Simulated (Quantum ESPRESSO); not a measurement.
The system is KBr.

```
Br K
1.0
     0.00000    3.30000    3.30000
     3.30000    0.00000    3.30000
     3.30000    3.30000    0.00000
Br K
1 1
Cartesian
  3.3000 3.3000 3.3000
  0.0000 0.0000 0.0000
```

Base run:

| Item | Value |
| --- | --- |
| Program | Quantum ESPRESSO 7.5 |
| Functional | LDA |
| Potentials or basis | PseudoDojo 0.4.1 SR LDA standard |
| Cutoff | 980 eV |
| Density cutoff | 3918 eV |
| k mesh | 6 × 6 × 6, shifted |
| Occupations | fermi-dirac, width 0.05 eV |
| Spin | no spin polarisation |

Its results: pressure -1.7 GPa; electronic dielectric tensor (diagonal) 2.63.

Question: After a change of settings the same cell gave: pressure -1.1 GPa; electronic dielectric tensor (diagonal) 3.34. Which change was it?
A. functional from LDA to WC; potentials or basis from PseudoDojo 0.4.1 SR LDA standard to PseudoDojo 0.4.1 SR PBE standard; cutoff from 980 eV to 1007 eV; density cutoff from 3918 eV to 4027 eV
B. functional from LDA to AM05; potentials or basis from PseudoDojo 0.4.1 SR LDA standard to PseudoDojo 0.4.1 SR PBE standard; cutoff from 980 eV to 1007 eV; density cutoff from 3918 eV to 4027 eV
C. functional from LDA to BLYP; potentials or basis from PseudoDojo 0.4.1 SR LDA standard to PseudoDojo 0.4.1 SR PBE standard; cutoff from 980 eV to 1007 eV; density cutoff from 3918 eV to 4027 eV
D. k mesh from 6 × 6 × 6, shifted to 2 × 2 × 2

Answer: D.

Caveats: some runs use coarse meshes; on a mesh that holds Γ this program's dielectric tensor can be off by some percent beyond the error of the mesh (some runs).

Runs at the PBE level aren't shown here.
